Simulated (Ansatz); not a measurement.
# Dielectric response of LiF (001) films, part 3 of 4

Aim: the electronic and static ε of rocksalt LiF (001) from films of several thicknesses in a field.

Ansatz 0.2.0; plane-wave DFT, r2SCAN, Ansatz PAW.

So far. Step 9 (Response with the atoms relaxed, 6 atoms, units 3): The induced dipole is that of a conductor 5.84 Å thick. Step 10 (Relaxation, 10 atoms, units 5): The gap is 7.72 eV, with the valence edge 8.09 eV and the conduction edge 0.37 eV under the upper vacuum level.

**11. Single point on the relaxed film, 10 atoms, units 5**

The next thickness, treated alike, so that differences show the interior and the faces cancel.

input.yaml

```yaml
crystal:
  lattice:
    - [2.84964033, 0.0, 0.0]
    - [0.0, 2.84964033, 0.0]
    - [0.0, 0.0, 26.06]
  atoms:
    - { symbol: Li, position: [0.5, 0.5, 0.3495623831] }
    - { symbol: F, position: [0.0, 0.0, 0.3472250736] }
    - { symbol: Li, position: [0.0, 0.0, 0.4236311993] }
    - { symbol: F, position: [0.5, 0.5, 0.42408223] }
    - { symbol: Li, position: [0.5, 0.5, 0.5000000001] }
    - { symbol: F, position: [0.0, 0.0, 0.5000000001] }
    - { symbol: Li, position: [0.0, 0.0, 0.5763688007] }
    - { symbol: F, position: [0.5, 0.5, 0.57591777] }
    - { symbol: Li, position: [0.5, 0.5, 0.6504376169] }
    - { symbol: F, position: [0.0, 0.0, 0.6527749262] }
kpoints:
  mp_grid: { grid: [10, 10, 1] }
hamiltonian:
  xc: r2scan
scf:
  occupations: { method: fixed }
  convergence: { dr2_threshold: 1.0e-09 }
efield:
  axis: 3
  dipole_correction: true
  ramp_position: 0.97
  ramp_width: 0.06
output:
  eigenvalues: true
  write_potential: true
  write_density: true
  volumetric_format: npy
  elf: true
```

Command:

```
$ ansatz run input.yaml --threads 4 --pin off --max-ram 12288MiB --backend cpu --events-out ev --progress --plain --runs-dir out
```

Numbers of over 12 decimals in the logs are rounded to 6 here.

Log:

```text
[...]
Crystal: 10 atoms, lattice volume = 211.619 Å³
Basis set: ecut = 500 eV, 5399 PW (Γ), exchange–correlation on 96×96×768 points (64 copies of the dense FFT grid, shifted against one another)
Bands: 35, of which v1, the nominal top of the filled ones, is band 25 counted from 1 (24 counted from 0)
Symmetry: 8 space group operations
k-points: 21 of 100
[...]
k-point 1: bands = [... 21 lower, -5.0135, -4.9197, -4.9178, -4.8546, 3.1069, 3.1361, 3.7987, 4.4918, ... 6 higher]
  k-point 2: bands = [... 21 lower, -5.0211, -5.0090, -4.8787, -4.8387, 3.6389, 3.6637, 4.3466, 5.0333, ... 6 higher]
  k-point 20: bands = [... 21 lower, -5.8741, -5.8382, -5.2017, -5.1921, 10.5614, 10.5617, 11.1462, 11.1462, ... 6 higher]
[key lines of the parts left out:]
SCF converged after 9 iterations
Free energy (F): -5091.193606 eV
Fermi energy:    -4.792445 eV
Dipole field:    D = 0.000000 V/Å  (p = 0.000000 e·Å, saw-weighted, corrected)
Work function:   Φ+ = 8.0873 eV   Φ− = 8.0873 eV
```

Run time: 13 s. Hardware: 4 threads of Arm Neoverse V1, shared host; peak memory 0.95 GiB; 50 s of CPU time.

The gap is 7.72 eV, with the valence edge 8.09 eV and the conduction edge 0.37 eV under the upper vacuum level.

**12. Atoms held, 10 atoms, units 5, field 0.05 V/Å**

Edit input.yaml of step 11 so:

```diff
@@ -22,3 +22,3 @@
   occupations: { method: fixed }
-  convergence: { dr2_threshold: 1.0e-09 }
+  convergence: { dr2_threshold: 1.0e-10 }
 efield:
@@ -28,4 +28,4 @@
   ramp_width: 0.06
+  amplitude: 0.05
 output:
-  eigenvalues: true
   write_potential: true
@@ -33,2 +33 @@
   volumetric_format: npy
-  elf: true
```

Log:

```text
[...]
Crystal: 10 atoms, lattice volume = 211.619 Å³
Basis set: ecut = 500 eV, 5399 PW (Γ), exchange–correlation on 96×96×768 points (64 copies of the dense FFT grid, shifted against one another)
Bands: 35, of which v1, the nominal top of the filled ones, is band 25 counted from 1 (24 counted from 0)
Symmetry: 8 space group operations
k-points: 21 of 100
[...]
k-point 0: bands = [... 21 lower, -4.9770, -4.9770, -4.8091, -4.8091, 2.7287, 3.1434, 3.5102, 4.3861, ... 6 higher]
  k-point 1: bands = [... 21 lower, -5.0007, -4.9658, -4.8892, -4.7983, 2.9091, 3.3232, 3.6940, 4.5690, ... 6 higher]
  k-point 2: bands = [... 21 lower, -5.0539, -4.9610, -4.9404, -4.7701, 3.4414, 3.8513, 4.2399, 5.1116, ... 6 higher]
  k-point 20: bands = [... 21 lower, -5.8548, -5.8385, -5.2964, -5.0973, 10.4099, 10.7122, 11.0803, 11.0803, ... 6 higher]
[key lines of the parts left out:]
SCF converged after 9 iterations
Free energy (F): -5091.193901 eV
Fermi energy:    -4.692821 eV
Dipole field:    D = 0.010077 V/Å  (p = 0.011785 e·Å, saw-weighted, corrected)
```

The job ended after 12 s (4 threads; peak memory 0.95 GiB).

The dipole is 0.0118 e·Å, and the gap on the mesh 7.422 eV.

**13. Atoms held, 10 atoms, units 5, field -0.05 V/Å**

Edit input.yaml of step 12 so:

```diff
@@ -28,3 +28,3 @@
   ramp_width: 0.06
-  amplitude: 0.05
+  amplitude: -0.05
 output:
```

Log:

```text
[...]
Crystal: 10 atoms, lattice volume = 211.619 Å³
Basis set: ecut = 500 eV, 5399 PW (Γ), exchange–correlation on 96×96×768 points (64 copies of the dense FFT grid, shifted against one another)
Bands: 35, of which v1, the nominal top of the filled ones, is band 25 counted from 1 (24 counted from 0)
Symmetry: 8 space group operations
k-points: 21 of 100
[...]
k-point 0: bands = [... 21 lower, -4.9770, -4.9770, -4.8091, -4.8091, 2.7287, 3.1434, 3.5102, 4.3861, ... 6 higher]
  k-point 1: bands = [... 21 lower, -5.0007, -4.9658, -4.8892, -4.7983, 2.9091, 3.3232, 3.6939, 4.5690, ... 6 higher]
  k-point 2: bands = [... 21 lower, -5.0539, -4.9610, -4.9404, -4.7701, 3.4414, 3.8513, 4.2399, 5.1115, ... 6 higher]
  k-point 20: bands = [... 21 lower, -5.8548, -5.8385, -5.2964, -5.0973, 10.4099, 10.7122, 11.0803, 11.0803, ... 6 higher]
[key lines of the parts left out:]
SCF converged after 9 iterations
Free energy (F): -5091.193901 eV
Fermi energy:    -4.692821 eV
Dipole field:    D = -0.010077 V/Å  (p = -0.011785 e·Å, saw-weighted, corrected)
```

It took 12 s on 4 threads; peak memory 0.95 GiB.

The dipole is -0.0118 e·Å, and the gap on the mesh 7.422 eV.

**14. Response with the atoms held, 10 atoms, units 5**

This step: plane-wave DFT, r2SCAN, Ansatz PAW; response to a field along the normal, atoms held (Ansatz 0.2.0).

Local field over the applied field, running mean. From the potentials at -0.05 and 0.05 V/Å; running mean over 2.015 Å, taken twice. Table of local field over applied field by z:

```csv
z (Å),local field over applied field
4.5,1.000
5.0,0.999
5.5,0.997
6.0,0.988
6.5,0.965
7.0,0.910
7.5,0.822
8.0,0.712
8.5,0.606
9.0,0.532
9.5,0.495
10.0,0.490
10.5,0.496
11.0,0.501
11.5,0.504
12.0,0.505
12.5,0.504
13.0,0.504
13.5,0.504
14.0,0.505
14.5,0.504
15.0,0.502
15.5,0.497
16.0,0.490
16.5,0.493
17.0,0.525
17.5,0.595
18.0,0.698
18.5,0.810
19.0,0.902
19.5,0.960
20.0,0.987
20.5,0.996
21.0,0.999
21.5,1.000
```

The induced dipole is that of a conductor 5.25 Å thick.

**15. Field on, atoms free, 10 atoms, units 5, field 0.05 V/Å**

This step: plane-wave DFT, r2SCAN, Ansatz PAW (Ansatz 0.2.0).

The same pair of relaxations in the field for this thickness.

Edit input.yaml of step 13 so:

```diff
@@ -28,3 +28,6 @@
   ramp_width: 0.06
-  amplitude: -0.05
+  amplitude: 0.05
+relax:
+  f_tol: 0.0006
+  max_steps: 70
 output:
```

Log:

```text
[...]
Crystal: 10 atoms, lattice volume = 211.619 Å³
Basis set: ecut = 500 eV, 5399 PW (Γ), exchange–correlation on 96×96×768 points (64 copies of the dense FFT grid, shifted against one another)
Bands: 35, of which v1, the nominal top of the filled ones, is band 25 counted from 1 (24 counted from 0)
Symmetry: 8 space group operations
k-points: 21 of 100
[...]
- { symbol: Li, position: [0.5, 0.5, 0.349636] }
    - { symbol: F, position: [0, 0.0, 0.347139] }
    - { symbol: Li, position: [0, 0.0, 0.423696] }
    - { symbol: F, position: [0.5, 0.5, 0.424029] }
    - { symbol: Li, position: [0.5, 0.5, 0.500067] }
    - { symbol: F, position: [0, 0.0, 0.499941] }
    - { symbol: Li, position: [0, 0.0, 0.576422] }
    - { symbol: F, position: [0.5, 0.5, 0.575868] }
    - { symbol: Li, position: [0.5, 0.5, 0.650512] }
    - { symbol: F, position: [0, 0.0, 0.652688] }
[key lines of the parts left out:]
SCF converged after 2 iterations
Free energy (F): -5091.194126 eV
Fermi energy:    -4.771305 eV
Dipole field:    D = 0.017770 V/Å  (p = 0.020782 e·Å, saw-weighted, corrected)
```

Wall time 35 s (4 threads); peak memory 0.96 GiB; 2.3 min of CPU time.

No atom moved by 0.005 Å in the relaxation.

The relaxation took 4 steps and lowered the energy by 2.3e-4 eV; the largest force on the free atoms ends at 4.4e-4 eV/Å.

The dipole is 0.0208 e·Å, and the gap on the mesh 7.598 eV.

**16. Relaxing in the field, 10 atoms, units 5, field -0.05 V/Å**

The opposite sign, again from the field-free geometry; the difference of the two cancels what relaxes without a field.

Edit input.yaml of step 15 so:

```diff
@@ -28,3 +28,3 @@
   ramp_width: 0.06
-  amplitude: 0.05
+  amplitude: -0.05
 relax:
```

Log:

```text
[...]
Crystal: 10 atoms, lattice volume = 211.619 Å³
Basis set: ecut = 500 eV, 5399 PW (Γ), exchange–correlation on 96×96×768 points (64 copies of the dense FFT grid, shifted against one another)
Bands: 35, of which v1, the nominal top of the filled ones, is band 25 counted from 1 (24 counted from 0)
Symmetry: 8 space group operations
k-points: 21 of 100
[...]
- { symbol: Li, position: [0.5, 0.5, 0.349488] }
    - { symbol: F, position: [0, 0.0, 0.347312] }
    - { symbol: Li, position: [0, 0.0, 0.423578] }
    - { symbol: F, position: [0.5, 0.5, 0.424132] }
    - { symbol: Li, position: [0.5, 0.5, 0.499933] }
    - { symbol: F, position: [0, 0.0, 0.500059] }
    - { symbol: Li, position: [0, 0.0, 0.576304] }
    - { symbol: F, position: [0.5, 0.5, 0.575971] }
    - { symbol: Li, position: [0.5, 0.5, 0.650364] }
    - { symbol: F, position: [0, 0.0, 0.652861] }
[key lines of the parts left out:]
SCF converged after 2 iterations
Free energy (F): -5091.194126 eV
Fermi energy:    -4.771305 eV
Dipole field:    D = -0.017770 V/Å  (p = -0.020782 e·Å, saw-weighted, corrected)
```

Elapsed: 35 s, on 4 threads; peak memory 0.96 GiB; 2.3 min of CPU time.

No atom moved by 0.005 Å in the relaxation.

The relaxation took 4 steps and lowered the energy by 2.3e-4 eV; the largest force on the free atoms ends at 4.4e-4 eV/Å.

The dipole is -0.0208 e·Å, and the gap on the mesh 7.598 eV.

**17. Response with the atoms relaxed, 10 atoms, units 5**

This step: plane-wave DFT, r2SCAN, Ansatz PAW; response to a field along the normal, atoms relaxed (Ansatz 0.2.0).

Local field over the applied field, running mean. From the potentials at -0.05 and 0.05 V/Å; running mean over 2.015 Å, taken twice. Local field over applied field against z:

z (Å), local field over applied field and a bar:
```
        5      0.999 ##############################
        6      0.986 ##############################
        7      0.819 ########################
        8      0.496 ##############
        9      0.210 ####
       10      0.074 
       11      0.102 #
       12      0.141 ##
       13      0.135 ##
       14      0.140 ##
       15      0.105 #
       16      0.077 
       17      0.195 ####
       18      0.471 #############
       19      0.805 ########################
       20      0.984 ##############################
       21      0.999 ##############################
```

The induced dipole is that of a conductor 9.26 Å thick.

**18. Relaxation, 16 atoms, units 8**

This step: plane-wave DFT, r2SCAN, Ansatz PAW (Ansatz 0.2.0).

System of this step: LiF (001), 8 units. The cell holds 16 atoms: 8 Li and 8 F. Cell: a = 2.850 Å, b = 2.850 Å, c = 32.105 Å, α = 90.0°, β = 90.0°, γ = 90.0°. It derives from LiF (rocksalt LiF). Vacuum lies along c.

The next thickness, treated alike, so that differences show the interior and the faces cancel.

input.yaml

```yaml
crystal:
  lattice:
    - [2.84964033, 0.0, 0.0]
    - [0.0, 2.84964033, 0.0]
    - [0.0, 0.0, 32.105]
  atoms:
    - { symbol: Li, position: [0.5, 0.5, 0.2803301666] }
    - { symbol: F, position: [0.0, 0.0, 0.2803301666] }
    - { symbol: Li, position: [0.0, 0.0, 0.3430929762] }
    - { symbol: F, position: [0.5, 0.5, 0.3430929762] }
    - { symbol: Li, position: [0.5, 0.5, 0.4058557857] }
    - { symbol: F, position: [0.0, 0.0, 0.4058557857] }
    - { symbol: Li, position: [0.0, 0.0, 0.4686185952] }
    - { symbol: F, position: [0.5, 0.5, 0.4686185952] }
    - { symbol: Li, position: [0.5, 0.5, 0.5313814048] }
    - { symbol: F, position: [0.0, 0.0, 0.5313814048] }
    - { symbol: Li, position: [0.0, 0.0, 0.5941442143] }
    - { symbol: F, position: [0.5, 0.5, 0.5941442143] }
    - { symbol: Li, position: [0.5, 0.5, 0.6569070238] }
    - { symbol: F, position: [0.0, 0.0, 0.6569070238] }
    - { symbol: Li, position: [0.0, 0.0, 0.7196698334] }
    - { symbol: F, position: [0.5, 0.5, 0.7196698334] }
kpoints:
  mp_grid: { grid: [10, 10, 1] }
hamiltonian:
  xc: r2scan
scf:
  occupations: { method: fixed }
  convergence: { dr2_threshold: 1.0e-09 }
efield:
  axis: 3
  dipole_correction: true
  ramp_position: 0.97
  ramp_width: 0.06
relax:
  f_tol: 0.003
  max_steps: 100
output:
  write_potential: true
  write_density: true
  volumetric_format: npy
```

Log:

```text
[...]
Crystal: 16 atoms, lattice volume = 260.707 Å³
Basis set: ecut = 500 eV, 6669 PW (Γ), exchange–correlation on 96×96×960 points (64 copies of the dense FFT grid, shifted against one another)
Bands: 56, of which v1, the nominal top of the filled ones, is band 40 counted from 1 (39 counted from 0)
Symmetry: 8 space group operations
k-points: 21 of 100
[...]
- { symbol: F, position: [0.5, 0.5, 0.469134] }
    - { symbol: Li, position: [0.5, 0.5, 0.530881] }
    - { symbol: F, position: [0, 0.0, 0.530866] }
    - { symbol: Li, position: [0, 0.0, 0.592564] }
    - { symbol: F, position: [0.5, 0.5, 0.592630] }
    - { symbol: Li, position: [0.5, 0.5, 0.654603] }
    - { symbol: F, position: [0, 0.0, 0.654225] }
    - { symbol: Li, position: [0, 0.0, 0.714722] }
    - { symbol: F, position: [0.5, 0.5, 0.716623] }
[key lines of the parts left out:]
SCF converged after 3 iterations
Free energy (F): -8146.184807 eV
Fermi energy:    -3.804747 eV
Dipole field:    D = -0.000000 V/Å  (p = -0.000000 e·Å, saw-weighted, corrected)
Work function:   Φ+ = 8.0880 eV   Φ− = 8.0880 eV
```

Wall time 98 s (4 threads); peak memory 1.3 GiB; 6.3 min of CPU time.

Relaxation path:

```csv
step,energy less that of the first step (eV),largest force component (eV/Å)
1,0.0000,0.3522
2,-0.0209,0.1278
3,-0.0318,0.0471
4,-0.0335,0.0040
5,-0.0336,0.0019
```

Forces are held to the 8 operations that the run works with; a distortion that breaks them can't arise in this run.

The atoms that moved most (Å):

```csv
atom,dx,dy,dz,length
Li15,0.000,0.000,-0.159,0.159
Li1,0.000,0.000,0.159,0.159
F16,0.000,0.000,-0.098,0.098
F2,0.000,0.000,0.098,0.098
F14,0.000,0.000,-0.086,0.086
F4,0.000,0.000,0.086,0.086
Li13,0.000,0.000,-0.074,0.074
Li3,0.000,0.000,0.074,0.074
```

Running mean over 2.015 Å of the planar mean; the ramp of the sawtooth is left out. The electron's electrostatic potential energy less the highest filled level by z:

```csv
z (Å),electron's electrostatic potential energy less the highest filled level (eV)
3.5,8.09
4.0,8.09
4.5,8.09
5.0,8.09
5.5,8.09
6.0,8.09
6.5,8.08
7.0,8.02
7.5,7.67
8.0,5.49
8.5,2.53
9.0,1.52
9.5,1.27
10.0,1.02
10.5,1.06
11.0,1.20
11.5,1.19
12.0,1.07
12.5,1.15
13.0,1.26
13.5,1.20
14.0,1.06
14.5,1.15
15.0,1.25
15.5,1.19
16.0,1.06
16.5,1.16
17.0,1.25
17.5,1.19
18.0,1.06
18.5,1.17
19.0,1.26
19.5,1.19
20.0,1.07
20.5,1.16
21.0,1.21
21.5,1.10
22.0,0.996
22.5,1.20
23.0,1.45
23.5,2.14
24.0,4.81
24.5,7.42
25.0,7.99
25.5,8.07
26.0,8.08
26.5,8.09
27.0,8.09
27.5,8.09
28.0,8.09
28.5,8.09
```

The relaxation took 5 steps and lowered the energy by 0.034 eV; the largest force on the free atoms ends at 0.0019 eV/Å.

The gap is 7.72 eV, with the valence edge 8.09 eV and the conduction edge 0.37 eV under the upper vacuum level.

**19. Side by side**

Times are for 4 threads of Arm Neoverse V1, shared host. The runs compared:

```csv
no.,units,gap by band count (eV),"ionisation energy, upper face (eV)","electron affinity, upper face (eV)",time,memory (GiB)
1,3,7.684,8.068,0.3840,24 s,0.78
2,5,7.719,8.087,0.3688,43 s,0.96
3,8,7.720,8.088,0.3678,98 s,1.3
```

The valence density, planar mean (3) oscillates, so the rows of the table below give means over windows of 1 Å about each position, cut where the curve ends. Its maxima inside the range that stand out by 2 % of the span (Å: e/Å³): 9.0: 1.50, 11.0: 1.54, 13.1: 1.50. Its minima: 10.1: 0.111, 12.0: 0.111.

The runs together. Table of valence density, planar mean by z; means over each step:

```csv
z (Å),3 (e/Å³),5 (e/Å³),8 (e/Å³)
6,6.7e-5,6.1e-5,5.2e-5
7,0.00209,0.00188,0.00158
8,0.0905,0.0806,0.0651
9,1.03,1.02,0.999
10,0.208,0.217,0.233
11,1.03,1.02,1.00
12,0.207,0.217,0.233
13,1.03,1.03,1.01
14,0.101,0.217,0.226
15,0.00236,1.03,1.02
16,7.4e-5,0.212,0.214
17,2.6e-6,1.02,1.02
18,0,0.104,0.216
19,0,0.00232,1.02
20,0,7.6e-5,0.220
21,0,2.6e-6,1.02
```

**20. Single point on the relaxed film, 16 atoms, units 8**

The next thickness, treated alike, so that differences show the interior and the faces cancel.

input.yaml

```yaml
crystal:
  lattice:
    - [2.84964033, 0.0, 0.0]
    - [0.0, 2.84964033, 0.0]
    - [0.0, 0.0, 32.105]
  atoms:
    - { symbol: Li, position: [0.5, 0.5, 0.2852781825] }
    - { symbol: F, position: [0.0, 0.0, 0.283377044] }
    - { symbol: Li, position: [0.0, 0.0, 0.3453973806] }
    - { symbol: F, position: [0.5, 0.5, 0.3457748281] }
    - { symbol: Li, position: [0.5, 0.5, 0.407435654] }
    - { symbol: F, position: [0.0, 0.0, 0.4073701682] }
    - { symbol: Li, position: [0.0, 0.0, 0.4691190073] }
    - { symbol: F, position: [0.5, 0.5, 0.4691336121] }
    - { symbol: Li, position: [0.5, 0.5, 0.5308809929] }
    - { symbol: F, position: [0.0, 0.0, 0.5308663881] }
    - { symbol: Li, position: [0.0, 0.0, 0.592564346] }
    - { symbol: F, position: [0.5, 0.5, 0.5926298319] }
    - { symbol: Li, position: [0.5, 0.5, 0.6546026193] }
    - { symbol: F, position: [0.0, 0.0, 0.6542251718] }
    - { symbol: Li, position: [0.0, 0.0, 0.7147218174] }
    - { symbol: F, position: [0.5, 0.5, 0.7166229558] }
kpoints:
  mp_grid: { grid: [10, 10, 1] }
hamiltonian:
  xc: r2scan
scf:
  occupations: { method: fixed }
  convergence: { dr2_threshold: 1.0e-09 }
efield:
  axis: 3
  dipole_correction: true
  ramp_position: 0.97
  ramp_width: 0.06
output:
  eigenvalues: true
  dos: { projected: true, e_range: [-7, 7] }
  write_potential: true
  write_density: true
  volumetric_format: npy
checkpoint:
  write: end8.run
  compress: false
  write_wavefunctions: false
```

Log:

```text
[...]
Crystal: 16 atoms, lattice volume = 260.707 Å³
Basis set: ecut = 500 eV, 6669 PW (Γ), exchange–correlation on 96×96×960 points (64 copies of the dense FFT grid, shifted against one another)
Bands: 56, of which v1, the nominal top of the filled ones, is band 40 counted from 1 (39 counted from 0)
Symmetry: 8 space group operations
k-points: 21 of 100
[...]
k-point 1: bands = [... 36 lower, -3.9653, -3.9359, -3.8954, -3.8760, 4.0957, 4.1234, 4.7796, 5.4636, ... 12 higher]
  k-point 2: bands = [... 36 lower, -3.9952, -3.9943, -3.8698, -3.8614, 4.6270, 4.6519, 5.3271, 6.0073, ... 12 higher]
  k-point 20: bands = [... 36 lower, -4.7977, -4.7977, -4.2091, -4.2091, 11.5496, 11.5496, 12.1378, 12.1378, ... 12 higher]
[key lines of the parts left out:]
SCF converged after 11 iterations
Free energy (F): -8146.184807 eV
Fermi energy:    -3.804748 eV
Dipole field:    D = 0.000000 V/Å  (p = 0.000000 e·Å, saw-weighted, corrected)
Work function:   Φ+ = 8.0880 eV   Φ− = 8.0880 eV
```

It took 32 s on 4 threads; peak memory 1.3 GiB.

Running mean over 2.015 Å of the planar mean; the ramp of the sawtooth is left out. Table of electron's electrostatic potential energy less the highest filled level by z:

(Unchanged from step 18.)

The gap is 7.72 eV, with the valence edge 8.09 eV and the conduction edge 0.37 eV under the upper vacuum level.

**21. Atoms held, 16 atoms, units 8, field 0.05 V/Å**

Edit input.yaml of step 20 so:

```diff
@@ -28,3 +28,3 @@
   occupations: { method: fixed }
-  convergence: { dr2_threshold: 1.0e-09 }
+  convergence: { dr2_threshold: 1.0e-10 }
 efield:
@@ -34,5 +34,4 @@
   ramp_width: 0.06
+  amplitude: 0.05
 output:
-  eigenvalues: true
-  dos: { projected: true, e_range: [-7, 7] }
   write_potential: true
@@ -40,5 +39 @@
   volumetric_format: npy
-checkpoint:
-  write: end8.run
-  compress: false
-  write_wavefunctions: false
```

Log:

```text
[...]
Crystal: 16 atoms, lattice volume = 260.707 Å³
Basis set: ecut = 500 eV, 6669 PW (Γ), exchange–correlation on 96×96×960 points (64 copies of the dense FFT grid, shifted against one another)
Bands: 56, of which v1, the nominal top of the filled ones, is band 40 counted from 1 (39 counted from 0)
Symmetry: 8 space group operations
k-points: 21 of 100
[...]
k-point 0: bands = [... 36 lower, -3.9657, -3.9384, -3.7474, -3.7474, 3.6430, 4.2023, 4.4524, 5.3762, ... 12 higher]
  k-point 1: bands = [... 36 lower, -3.9613, -3.9388, -3.8316, -3.7365, 3.8234, 4.3823, 4.6356, 5.5603, ... 12 higher]
  k-point 2: bands = [... 36 lower, -4.0218, -3.9558, -3.8954, -3.7077, 4.3555, 4.9114, 5.1804, 6.1052, ... 12 higher]
  k-point 20: bands = [... 36 lower, -4.7649, -4.7588, -4.3834, -4.0347, 11.3230, 11.7753, 11.9930, 11.9930, ... 12 higher]
[key lines of the parts left out:]
SCF converged after 12 iterations
Free energy (F): -8146.185267 eV
Fermi energy:    -3.630087 eV
Dipole field:    D = 0.012771 V/Å  (p = 0.018400 e·Å, saw-weighted, corrected)
```

Wall time 33 s (4 threads); peak memory 1.3 GiB; 2.2 min of CPU time.

The dipole is 0.0184 e·Å, and the gap on the mesh 7.273 eV.

(Continued in part 4 of 4.)

[Logs are printed without paths, hosts, clocks, repeated set-up lines and the standing remarks that a program may print on its own settings, such as how far it seeks lower states.]

[Hosts, paths, dates, database ids (printed as entryN), source tags and the programs' standing remarks are cut or masked in the printed files.]

[Maps of the electrostatic potential energy from Ansatz leave out the sawtooth potential of an applied field or a dipole correction, so their vacuum need not be flat; planar profiles and work functions include it.]
